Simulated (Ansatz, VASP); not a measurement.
# InF in two plane-wave programs

One calculation is typed for both programs; each brings its own data sets. How far apart do they land? The cell is generated by rule, not measured, and may not be a known phase. The cell is taken from a series of runs on this material, whose earlier steps may have relaxed, scaled, displaced or heated it; both programs get it as it stands.

Main program and level: Ansatz 0.2.0; plane waves, with VASP 6.6.1 beside it; single point at LDA.

The structure was built from a prototype and need not be the compound's stable phase.

## (1) The structure

It takes space group P6_3/m (No. 176, hexagonal). The conventional cell has a = 5.504 Å, b = 5.504 Å, c = 7.535 Å, α = 90.00°, β = 90.00°, γ = 120.00°. Nearest to In lie 6 F at 2.67 Å. In has 3 F at 2.22 Å nearest. Nearest to F lie 2 In at 2.22 Å. Farther neighbours and most contacts between anions are not listed.

## (2) VASP: single point, LDA, pair 1

A single point gives forces, pressure and levels at one fixed geometry, so differences don't come from the geometry; what else differs is listed under the comparison.

Lines of VASP's logs that name or quote its potential files are left out, and so is its time.

File INCAR:

```
SYSTEM = InF
PREC = Accurate
ENCUT = 600
EDIFF = 1E-06
NELM = 120
ISMEAR = 1
SIGMA = 0.2
LREAL = .FALSE.
ALGO = Normal
GGA = PW92
NBANDS = 74
LORBIT = 11
LWAVE = .FALSE.
LCHARG = .FALSE.
ISIF = 2
LASPH = .TRUE.
GGA_COMPAT = .FALSE.
KPAR = 2
```

File POSCAR:

```
InF
1.0
   -4.7665226873     -2.7519531566      0.0000000000
   -4.7665226873      2.7519531566      0.0000000000
    0.0000000000      0.0000000000     -7.5354644677
In F
6 6
Direct
    0.3333333333      0.3333333333      0.0000000000
    1.0000000000      1.0000000000      0.0287975809
    0.6666666666      0.6666666666      0.9712024192
    0.3333333333      0.3333333333      0.5000000000
    1.0000000000      1.0000000000      0.4712024192
    0.6666666666      0.6666666666      0.5287975809
    0.4277410947      0.9527961193      0.7500000000
    0.9527961193      0.6194627859      0.7500000000
    0.6194627860      0.4277410947      0.7500000000
    0.2389255719      0.7138705473      0.2500000000
    0.0472038807      0.2389255719      0.2500000000
    0.7138705473      0.0472038806      0.2500000000
```

File KPOINTS:

```
Automatic mesh
0
Gamma
9 9 6
0 0 0
```

Potentials, in the order of the species: In_d and F (LDA family, release 64).

Run with:

```bash
$ mpirun -np 2 vasp_std
```

Numbers of over 12 decimals in the logs are rounded to 6 here.

The program printed:

```text
[banner, memory and clock lines left out]
running    2 mpi-ranks, on    1 nodes
 distrk:  each k-point on    1 cores,    2 groups
 distr:  one band on    1 cores,    1 groups

 POSCAR found type information on POSCAR InF
 POSCAR found :  2 types and      12 ions
|                                                                             |
|               ----> ADVICE to this user running VASP <----                  |
|                                                                             |
|     You enforced a specific xc type in the INCAR file but a different       |
|     [... a line on the potential file left out ...]
|     I HOPE YOU KNOW WHAT YOU ARE DOING!                                     |
|                                                                             |

 LDA part: xc-table for (Slater(with rela. corr.)+PW92), standard interpolation
 POSCAR, INCAR and KPOINTS ok, starting setup
 FFT: planning ... GRIDC
 FFT: planning ... GRID_SOFT
 FFT: planning ... GRID
 WAVECAR not read
 entering main loop
       N       E                     dE             d eps       ncg     rms          rms(c)
DAV:   1     0.191013675628E+04    0.19101E+04   -0.58716E+04  9112   0.251E+03
DAV:   2     0.391251697662E+03   -0.15189E+04   -0.14511E+04  9056   0.704E+02
DAV:   3    -0.103300708451E+02   -0.40158E+03   -0.38232E+03  9404   0.308E+02
DAV:   4    -0.546579733955E+02   -0.44328E+02   -0.43566E+02 11046   0.105E+02
DAV:   5    -0.560197469106E+02   -0.13618E+01   -0.13565E+01 10864   0.190E+01    0.162E+01
DAV:   6    -0.510464006826E+02    0.49733E+01   -0.18225E+01 13856   0.308E+01    0.125E+01
DAV:   7    -0.510903942516E+02   -0.43994E-01   -0.24913E+00  9958   0.683E+00    0.335E+00
DAV:   8    -0.510216649582E+02    0.68729E-01   -0.21228E-01 12816   0.219E+00    0.201E+00
DAV:   9    -0.509870942725E+02    0.34571E-01   -0.45119E-02 12772   0.188E+00    0.440E-01
DAV:  10    -0.509849644798E+02    0.21298E-02   -0.20966E-02 11624   0.109E+00    0.141E-01
DAV:  11    -0.509851408803E+02   -0.17640E-03   -0.21807E-03 12042   0.325E-01    0.960E-02
DAV:  12    -0.509851011365E+02    0.39744E-04   -0.26240E-04 13626   0.100E-01    0.403E-02
DAV:  13    -0.509850985430E+02    0.25935E-05   -0.42479E-05 12052   0.549E-02    0.240E-02
DAV:  14    -0.509850985352E+02    0.78126E-08   -0.55809E-06  8348   0.153E-02
   1 F= -.50985099E+02 E0= -.50984365E+02  d E =-.219918E-02
```

OUTCAR, selected parts (step 2):

```text
ion  position               nearest neighbor table
   1  0.333  0.333  0.000-   8 2.67   7 2.67  10 2.67  11 2.67  12 2.67   9 2.67   3 3.19   2 3.19
                             3 3.19   3 3.19   2 3.19   2 3.19   4 3.77   4 3.77
   2  0.000  0.000  0.029-  11 2.22  10 2.22  12 2.22   1 3.19   1 3.19   1 3.19   3 3.21   3 3.21
                             3 3.21   5 3.33
   3  0.667  0.667  0.971-   9 2.22   7 2.22   8 2.22   1 3.19   1 3.19   1 3.19   2 3.21   2 3.21
                             2 3.21   6 3.33
   4  0.333  0.333  0.500-   8 2.67   7 2.67  10 2.67  11 2.67  12 2.67   9 2.67   5 3.19   6 3.19
                             5 3.19   5 3.19   6 3.19   6 3.19   1 3.77   1 3.77
   5  0.000  0.000  0.471-  11 2.22  10 2.22  12 2.22   4 3.19   4 3.19   4 3.19   6 3.21   6 3.21
                             6 3.21   2 3.33
   6  0.667  0.667  0.529-   9 2.22   7 2.22   8 2.22   4 3.19   4 3.19   4 3.19   5 3.21   5 3.21
                             5 3.21   3 3.33
   7  0.428  0.953  0.750-   6 2.22   3 2.22   4 2.67   1 2.67
   8  0.953  0.619  0.750-   6 2.22   3 2.22   4 2.67   1 2.67
   9  0.619  0.428  0.750-   6 2.22   3 2.22   4 2.67   1 2.67
  10  0.239  0.714  0.250-   2 2.22   5 2.22   4 2.67   1 2.67
  11  0.047  0.239  0.250-   2 2.22   5 2.22   4 2.67   1 2.67
  12  0.714  0.047  0.250-   2 2.22   5 2.22   4 2.67   1 2.67

  LATTYP: Found a hexagonal cell.
 ALAT       =     5.5039063132
 C/A-ratio  =     1.3691120522

 Subroutine GETGRP returns: Found 12 space group operations
 (whereof  3 operations were pure point group operations)

The static configuration has the point symmetry C_3 .
 The point group associated with its full space group is C_6h.

 Found     60 irreducible k-points:

   k-points           NKPTS =     60   k-points in BZ     NKDIM =     60   number of bands    NBANDS=     74

   dimension x,y,z NGX =    48 NGY =   48 NGZ =   60
   dimension x,y,z NGXF=    96 NGYF=   96 NGZF=  120

   ENCUT  =  600.0 eV  44.10 Ry    6.64 a.u.  10.99 10.99 15.05*2*pi/ulx,y,z

   NELECT =     120.0000    total number of electrons

 k-points in reciprocal lattice and weights: Automatic mesh
   0.00000000  0.00000000  0.00000000       0.002
   0.11111111 -0.00000000  0.00000000       0.012
   0.22222222 -0.00000000  0.00000000       0.012
   0.33333333 -0.00000000  0.00000000       0.012
   0.44444444 -0.00000000  0.00000000       0.012
   0.22222222  0.11111111  0.00000000       0.012
   0.33333333  0.11111111  0.00000000       0.012
   0.22222222 -0.11111111  0.00000000       0.012
   0.44444444  0.11111111  0.00000000       0.012
[...]
0.33333333 -0.22222222  0.50000000       0.012
  -0.33333333  0.33333333  0.50000000       0.004

 average (electrostatic) potential at core
       1 -94.4437       2 -94.1902       3 -94.1902       4 -94.4437       5 -94.1902
       6 -94.1902       7 -73.6104       8 -73.6104       9 -73.6104      10 -73.6104
      11 -73.6104      12 -73.6104

 E-fermi :   6.0283

 k-point     1 :       0.0000    0.0000    0.0000
  band No.  band energies     occupation
    ...
     54       1.7955      2.00000
     55       1.7955      2.00000
     56       3.7511      2.00000
     57       5.4807      2.00075
     58       6.0409      0.89293
     59       6.1979     -0.00280
     60       6.2511     -0.06658
     61       7.3952     -0.00000
     62       7.3952     -0.00000
     63       7.5093     -0.00000
    ...

 k-point     2 :       0.1111   -0.0000    0.0000
  band No.  band energies     occupation
    ...
     56       3.7735      2.00000
     57       5.3466      2.00002
     58       5.6033      2.01046
     59       5.9153      1.80700
     60       6.0377      0.92051
     61       6.8045     -0.00000
     62       7.2509     -0.00000
     63       7.7072     -0.00000
     64       7.7497     -0.00000
     65       8.0826     -0.00000
    ...

 k-point     3 :       0.2222   -0.0000    0.0000
  band No.  band energies     occupation
    ...
     56       3.8364      2.00000
     57       4.6049      2.00000
     58       5.0246      2.00000
     59       5.6542      2.02376
     60       5.6872      2.03666
     61       6.2032     -0.01350
     62       7.2857     -0.00000
     63       7.6422     -0.00000
     64       8.4111     -0.00000
     65       8.6319     -0.00000
    ...

  Total        6.2063184      6.2063184     11.2100715      0.0000000      0.0000000      0.0000000
  in kB       50.2992966     50.2992966     90.8523660      0.0000002      0.0000000      0.0000000
  external PRESSURE =      63.8169864 kB  Pullay stress =       0.0000000 kB

  energy-cutoff  :      600.00
  volume of cell :      197.69
      direct lattice vectors                 reciprocal lattice vectors
    -4.766522687 -2.751953157  0.000000000    -0.104898273 -0.181689139  0.000000000
    -4.766522687  2.751953157  0.000000000    -0.104898273  0.181689139  0.000000000
     0.000000000  0.000000000 -7.535464468     0.000000000  0.000000000 -0.132705821

 POSITION                                       TOTAL-FORCE (eV/Angst)
 -----------------------------------------------------------------------------------
     -3.17768      0.00000      0.00000         0.000000      0.000000      0.000000
      0.00000      0.00000     -0.21700         0.000000      0.000000      0.404051
     -6.35536      0.00000     -7.31846         0.000000      0.000000     -0.404051
     -3.17768      0.00000     -3.76773         0.000000      0.000000      0.000000
      0.00000      0.00000     -3.55073         0.000000      0.000000     -0.404051
     -6.35536      0.00000     -3.98474         0.000000      0.000000      0.404051
     -6.58036      1.44493     -5.65160        -0.321772      0.870198      0.000000
     -7.49421     -0.91732     -5.65160        -0.592728     -0.713762      0.000000
     -4.99152     -0.52761     -5.65160         0.914500     -0.156437      0.000000
     -4.54152      1.30703     -1.88387         0.321772     -0.870198      0.000000
     -1.36384      0.52761     -1.88387        -0.914500      0.156437      0.000000
     -3.62768     -1.83464     -1.88387         0.592728      0.713762      0.000000
 -----------------------------------------------------------------------------------
    total drift:                               -0.000004      0.000001     -0.000004

  FREE ENERGIE OF THE ION-ELECTRON SYSTEM (eV)
  ---------------------------------------------------
  free  energy   TOTEN  =       -50.9850985352 eV

  energy  without entropy=      -50.9828993534  energy(sigma->0) =      -50.98436547

 total charge
# of ion       s       p       d       tot
------------------------------------------
    1        1.117   0.297   9.866  11.281
    2        1.007   0.441   9.914  11.362
    3        1.007   0.441   9.914  11.362
    4        1.117   0.297   9.866  11.281
    5        1.007   0.441   9.914  11.362
    6        1.007   0.441   9.914  11.362
    7        1.739   4.318   0.000   6.057
    8        1.739   4.318   0.000   6.057
    9        1.739   4.318   0.000   6.057
   10        1.739   4.318   0.000   6.057
   11        1.739   4.318   0.000   6.057
   12        1.739   4.318   0.000   6.057
--------------------------------------------------
tot         16.696  28.266  59.390 104.351

[... 3 further parts left out ...]
```

The run ends at a pressure of 6.38 GPa, with forces up to 0.93 eV/Å.

## (3) Ansatz: single point, LDA, pair 1

Ansatz runs on its default PAW (the set named soft_2) files.

The same cell, functional (in two slightly different forms), mesh and smearing now go to Ansatz, which takes its cutoff from its data sets.

File input.yaml:

```yaml
crystal:
  lattice:
    - [-4.7665226873, -2.7519531566, 0.0]
    - [-4.7665226873, 2.7519531566, 0.0]
    - [0.0, 0.0, -7.5354644677]
  atoms:
    - { symbol: In, position: [0.3333333333, 0.3333333333, -4.67e-08] }
    - { symbol: In, position: [1.0, -1.735e-07, 0.0287970819] }
    - { symbol: In, position: [0.6666666667, 0.6666668402, -0.0287980798] }
    - { symbol: In, position: [0.3333333333, 0.3333333333, 0.5000000467] }
    - { symbol: In, position: [1.0, -1.735e-07, 0.4712029181] }
    - { symbol: In, position: [0.6666666667, 0.6666668402, 0.5287980798] }
    - { symbol: F, position: [0.4277417794, 0.9527958919, 0.75] }
    - { symbol: F, position: [-0.0472023957, 0.6194616434, 0.75] }
    - { symbol: F, position: [0.6194640411, 0.4277407524, 0.75] }
    - { symbol: F, position: [0.2389248873, 0.7138710046, 0.25] }
    - { symbol: F, position: [0.0472023957, 0.2389259143, 0.25] }
    - { symbol: F, position: [0.7138692922, 0.0472047935, 0.25] }
kpoints:
  mp_grid: { grid: [9, 9, 6] }
hamiltonian:
  xc: lda
scf:
  occupations: { method: methfessel_paxton, width: 0.2 }
output:
  forces: true
  stress: true
  eigenvalues: true
```

Run with:

```bash
$ ansatz run input.yaml --threads 4 --pin off --max-ram 7168MiB --backend cpu --events-out ev --progress --plain --runs-dir out
```

The program printed:

```text
Warning: the atoms were moved onto the symmetric positions of the space group found under crystal.symmetry.tolerance 1.0e-5 (fractional; no operation is sought that the atoms, as they stand in a round, miss by more than twice it, and no atom is moved by as much as it), and the run uses the moved positions. Before a round's move an operation carried an atom to 1.45e-5 Å from where it should land, the largest such dist [...]
Engine: ansatz 0.2.0, aarch64-unknown-linux-gnu
Pseudopotentials: kind: paw
Pseudopotential: In, paw, valence charge 13, recommended cutoff 420 eV (normal), In.paw.azcp
Pseudopotential: F, paw, valence charge 7, recommended cutoff 420 eV (normal), F.paw.azcp
Functional definition: SPW92
  exchange = slater_x
  correlation = pw_c
Crystal: 12 atoms, lattice volume = 197.689 Å³
Basis set: ecut = 420 eV, 3931 PW (Γ)
Bands: 72, of which v1, the nominal top of the filled ones, is band 60 counted from 1 (59 counted from 0)
Symmetry: 12 space group operations
Space group: P63/m (ITA 176), of the structure as read, at distance tolerance 5.8e-5 Å
k-points: 60 of 486
Non-local potential: In, projectors of the file, l = 0: 2, l = 1: 2, l = 2: 2, l = 3: 2
Non-local potential: F, projectors of the file, l = 0: 2, l = 1: 2, l = 2: 1
PAW form: soft (Blöchl's): semilocal exchange-correlation on the pseudo side does not see the compensation charge
PAW frozen core: In, regenerated for the run's functional, and the local potential with it (the file was generated under x = pbe(κ = 0.804, μ = 0.219515), c = pbe(β = 0.066725))
PAW frozen core: F, regenerated for the run's functional, and the local potential with it (the file was generated under x = pbe(κ = 0.804, μ = 0.219515), c = pbe(β = 0.066725))
PAW one-centre angular grid: In, 590 points (default); XC on 64 Gauss nodes
PAW one-centre angular grid: F, 110 points (default); XC on 64 Gauss nodes
Initial density: superposition of atomic densities (neutral atoms: chi_scale 0, normalization atom), corrected by the library's trained network
Initial wavefunctions: pseudopotential atomic-orbital guess
Functional: x = slater, c = lda
SCF iter   1: F=—  HF=-37506.437158 eV  |F-HF|=—  |Δ(HF+E_count)|=         —  Δρ=1.79e-2  dr2=4.43e-1  ethr=1.77e-3  ⟨swp⟩=5.9  Hψ=15452  notcnv=0
preconditioner: auto → LDOS  [metal: Δε(μ)=0.017 eV  Ē_g=15.324 eV  σ=0.200 eV  W_gap=0.07  n_scr=54 (ndim 8)  ℏωp=28.9 eV  f_vac=0.033  D(μ)=1.22/eV (n_scr^D=2)  β→1.0]
SCF iter   2: F=—  HF=-37506.527170 eV  |F-HF|=—  |Δ(HF+E_count)|=   9.00e-2  S|Δr|=    0.00e0  Δρ=2.46e-2  dr2=7.18e-1  ethr=3.69e-4  ⟨swp⟩=2.0  Hψ=8974  notcnv=0  defer=318
SCF iter   3: F=—  HF=-37506.324053 eV  |F-HF|=—  |Δ(HF+E_count)|=   2.03e-1  S|Δr|=    0.00e0  Δρ=3.53e-3  dr2=1.49e-2  ethr=3.69e-4  ⟨swp⟩=2.0  Hψ=8001  notcnv=0  defer=318
SCF iter   4: F=—  HF=-37506.319668 eV  |F-HF|=—  |Δ(HF+E_count)|=   4.39e-3  S|Δr|=    0.00e0  Δρ=3.75e-4  dr2=1.90e-4  ethr=1.24e-5  ⟨swp⟩=2.0  Hψ=8310  notcnv=0  defer=129
SCF iter   5: F=—  HF=-37506.319604 eV  |F-HF|=—  |Δ(HF+E_count)|=   6.39e-5  S|Δr|=    0.00e0  Δρ=6.13e-5  dr2=6.85e-6  ethr=1.58e-7  ⟨swp⟩=2.0  Hψ=7239  notcnv=0  defer=129
SCF iter   6: F=—  HF=-37506.319803 eV  |F-HF|=—  |Δ(HF+E_count)|=   1.99e-4  S|Δr|=    0.00e0  Δρ=1.15e-5  dr2=1.72e-7  ethr=5.71e-9  ⟨swp⟩=2.0  Hψ=6618  notcnv=0  defer=109
SCF iter   7: F=-37506.319803 eV  HF=-37506.319803 eV  |F-HF|=2.83e-8  |Δ(HF+E_count)|=   4.20e-8  S|Δr|=    0.00e0  Δρ=3.90e-6  dr2=3.32e-8  ethr=8.33e-11  ⟨swp⟩=9.2  Hψ=18565  notcnv=0
SCF 1 converged in 7 iterations: F = -37506.319803 eV  dr2 = 3.32e-8
  greatest PAW one-centre occupation: 0.986 electrons in one spin orbital (limit 2), on the In atom at site 5 (counted from 0), in its partial waves of l = 2
SCF converged after 7 iterations
Stability not checked: this state was not tested for a lower state beside it, because cold or Methfessel-Paxton smearing, or corrected tetrahedra, fill the levels in a way that the test cannot read (fill_not_monotonic; see scf.lower_state_search)
Free energy (F): -37506.319803 eV
Harris-Foulkes:  -37506.319803 eV  (|F-HF|=2.83e-8)
Internal energy: -37506.317593 eV  (E = F + TS)
E sigma→0 (E₀):  -37506.319250 eV
Entropy (-TS):   -0.002210 eV (-0.184 meV/atom)
Fermi energy:    8.887314 eV
--- Per-component energies (eV) ---
  E_band       = -292.542196
  E_kinetic    = 2692.830620
  E_local      = -9872.347800  (includes V_loc(G=0)·N_el)
  E_nonlocal   = 2676.211503
  E_hartree    = 3812.774377
  E_xc         = -1756.090707
  E_vxc        = -1219.943280  (∫ρ·V_xc dr)
  E_paw        = -25201.289006  (= ΣΔE_a)
  E_vpaw       = -2194.851102  (= ΣTr[D̂ρ^β])
  E_aug_tail   = 0.012211  (compensation charges beyond the density's cutoff)
  E_ewald      = -9860.805521
  E_core_change = 2.386729  (= ΣΔE_core)
  E_smearing   = -0.002210  (= −TS)
  E_closure    = -0.000000  (closes the sum)
  Σ components = -37506.319803   (vs F -37506.319803, Δ=0.00e0)
--- Forces (eV/Å), atoms counted from 1 ---
  atom   1  In     0.00000000     0.00000000     0.00000000
  atom   2  In     0.00000000    -0.00000000     0.33141525
  atom   3  In    -0.00000000     0.00000000    -0.33141525
  atom   4  In     0.00000000     0.00000000    -0.00000000
  atom   5  In     0.00000000    -0.00000000    -0.33141525
  atom   6  In    -0.00000000     0.00000000     0.33141525
  atom   7  F     -0.31899691     0.84180805     0.00000000
  atom   8  F     -0.56952870    -0.69716345     0.00000000
  atom   9  F      0.88852561    -0.14464459     0.00000000
  atom  10  F      0.31899691    -0.84180805     0.00000000
  atom  11  F     -0.88852561     0.14464459     0.00000000
  atom  12  F      0.56952870     0.69716345     0.00000000
  max |Σ_I F_I| component: 1.11e-16 eV/Å
--- Stress (GPa, compression-positive) ---
        5.199575      -0.000000       0.000000
        0.000000       5.199575       0.000000
        0.000000       0.000000       8.801947
  P = ⅓ Tr σ = 6.4004 GPa (64.004 kbar)
--- Band table (eV; the first three rows and the last of 60) ---
  k-point 0: bands = [... 56 lower, 8.3244, 8.8979, 9.0457, 9.0967, 10.2758, 10.2758, 10.3909, 10.6973, ... 8 higher]
  k-point 1: bands = [... 56 lower, 8.3152, 8.8528, 8.9922, 9.2596, 10.2207, 10.2207, 10.5342, 10.5342, ... 8 higher]
  k-point 2: bands = [... 56 lower, 8.3637, 8.6499, 9.1672, 9.3539, 10.1426, 10.1426, 10.2994, 10.2994, ... 8 higher]
  k-point 59: bands = [... 56 lower, 6.4672, 6.4672, 7.0074, 7.0074, 11.8386, 11.8386, 12.1324, 12.1324, ... 8 higher]
```

In the SCF lines HF is the Harris–Foulkes energy and dr2 the Hartree energy of the density residual, in eV; the loop may stop once dr2 is under the threshold and the program's other checks hold. Hψ counts applications of the Hamiltonian.

The run ends at a pressure of 6.40 GPa, with forces up to 0.90 eV/Å.

## (4) Comparison

Known differences besides the potentials themselves: the cutoff is 420 eV in Ansatz and 600 eV in VASP; VASP's log shows a relativistic correction to its local exchange, Ansatz's none. Total energies have different zeros and are not compared.

The two programs side by side:

```
      quantity  Ansatz  VASP  difference
pressure (GPa)    6.40  6.38       +0.02
```

Forces on 10 of the 12 atoms, those with the largest forces and the largest differences (eV/Å; atoms numbered as in POSCAR):

```
atom         Ansatz x, y, z           VASP x, y, z
 In2    0.000, 0.000, 0.331    0.000, 0.000, 0.404
 In3   0.000, 0.000, -0.331   0.000, 0.000, -0.404
 In5   0.000, 0.000, -0.331   0.000, 0.000, -0.404
 In6    0.000, 0.000, 0.331    0.000, 0.000, 0.404
  F7   -0.319, 0.842, 0.000   -0.322, 0.870, 0.000
  F8  -0.570, -0.697, 0.000  -0.593, -0.714, 0.000
  F9   0.889, -0.145, 0.000   0.914, -0.156, 0.000
 F10   0.319, -0.842, 0.000   0.322, -0.870, 0.000
 F11   -0.889, 0.145, 0.000   -0.914, 0.156, 0.000
 F12    0.570, 0.697, 0.000    0.593, 0.714, 0.000
```

The forces differ by 27 meV/Å r.m.s., which is 6.7 % of the r.m.s. force of 0.402 eV/Å (both taken over all components).

[end of part 1 of 2]

[Lines on the potential files, build, host, timing and source positions are cut from VASP's logs without a mark.]

[Logs are printed without paths, hosts, clocks, repeated set-up lines and the standing remarks that a program may print on its own settings, such as how far it seeks lower states.]

[Hosts, paths, dates, database ids (printed as entryN), source tags and the programs' standing remarks are cut or masked in the printed files.]
